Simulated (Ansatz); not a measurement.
**GaN and the effect of the share of exact exchange**

The structure is hexagonal, space group P6_3mc (No. 186). Conventional cell: a = 3.180 Å, b = 3.180 Å, c = 5.166 Å, α = 90.00°, β = 90.00°, γ = 120.00°. Ga (site symmetry 3m) is surrounded by 4 N at 1.94 to 1.95 Å. Around N (site symmetry 3m) lie 4 Ga at 1.94 to 1.95 Å.

Kept alike: task single point; k mesh 6 × 6 × 3; occupations fermi-dirac, width 0.05 eV; no spin polarisation. Program: Ansatz, Ansatz PAW, cutoff 500 eV. The mesh is that of the run's cell of 4 atoms. No spin-orbit coupling.

```csv
"share of exact exchange, α",pressure (GPa)
0,1.05
0.1,-0.45
0.15,-1.18
0.25,-2.60
0.35,-3.97
0.5,-5.95
```

The k mesh is coarse, so the values aren't converged. Pressure is positive in compression, with a Pulay correction for the finite cutoff. All rows use potentials made for PBE. The mesh is thin for exact exchange.

Question: What does the share of exact exchange change here?

Answer: The pressure falls from 1.05 to -5.95 GPa between 0 and 0.5. Exact exchange shortens the bonds here, so the pressure at fixed cell falls.
